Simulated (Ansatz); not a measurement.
CdF2: strain and displacement

```
CELL_PARAMETERS angstrom
0.00000 2.69400 2.69400
2.69400 0.00000 2.69400
2.69400 2.69400 0.00000
ATOMIC_POSITIONS crystal
Cd 0.00000 0.00000 0.00000
F 0.25000 0.25000 0.25000
F 0.75000 0.75000 0.75000
```

Atom numbers follow the list: Cd1, F2, F3.

The geometry is COD entry 9009006, unchecked; take it as a test cell.

The calculation used DFT, LDA, all-electron LAPW, scalar-relativistic (Ansatz 0.2.0).

Numerical set-up: a Γ-centred 8×8×8 k mesh, Fermi–Dirac smearing of 0.02 eV, basis error target 1 meV/atom, no spin polarisation.

The unchanged cell is at -5.67 GPa.

Semilocal functionals give too small gaps.

x, y and z are the Cartesian axes of the cell as listed; fractional coordinates follow a strain, and an engineering shear is twice the off-diagonal strain component.

(1) With this change (equal xy, yz and zx engineering shear strains of -2 %), what becomes of the energy and stress and forces and gap?

With equal xy, yz and zx engineering shear strains of -1 %: energy change under 1 meV/atom; stress change (xx, yy, zz, yz, xz, xy) 0.04, 0.04, 0.04, 0.22, 0.22, 0.22 GPa, compression positive; change of the force on F2 (0.012, 0.012, 0.012) eV/Å; gap on the k mesh 2.80 → 2.80 eV.

(2) With this change (equal xy, yz and zx engineering shear strains of +1 %), what becomes of the energy and stress and gap?

With equal xy, yz and zx engineering shear strains of +2 %: energy change under 1 meV/atom; stress change (xx, yy, zz, yz, xz, xy) 0.14, 0.14, 0.14, -0.37, -0.37, -0.37 GPa, compression positive; change of the force on F2 (-0.018, -0.018, -0.018) eV/Å; gap on the k mesh 2.80 → 2.80 eV.

Answers

(1) Energy change under 1 meV/atom; stress change (xx, yy, zz, yz, xz, xy) 0.15, 0.15, 0.15, 0.46, 0.46, 0.46 GPa, compression positive; change of the force on F2 (0.027, 0.027, 0.027) eV/Å; gap on the k mesh 2.80 → 2.80 eV.

(2) Energy change under 1 meV/atom; stress change (xx, yy, zz, yz, xz, xy) 0.04, 0.04, 0.04, -0.19, -0.19, -0.19 GPa, compression positive; gap on the k mesh 2.80 → 2.80 eV.
